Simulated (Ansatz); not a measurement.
SrF$_{2}$ (fluorite, Fm-3m), LDA (plane waves, PAW; program Ansatz): ε∞ = 2.33, cell volume 45.40 Å³. Infrared-active transverse modes:

| ω_TO (cm⁻¹) | oscillator strength S_xx (e²/amu) |
|---|---|
| 235.9 | 0.2231 |

Q: Compute the static dielectric constant.

A: Each mode adds (4.921e7/V) S/ω²: 4.34. So ε0 = 6.68.

Q: What LO frequency does the Lyddane–Sachs–Teller relation give?

A: ω_LO = ω_TO √(ε0/ε∞) = 399 cm⁻¹.

Symmetry was held in the LDA relaxation; phonons on a q-mesh show no instability. Spin–orbit coupling is left out wherever it is not named.

Potentials: the later of the program's two PAW sets.
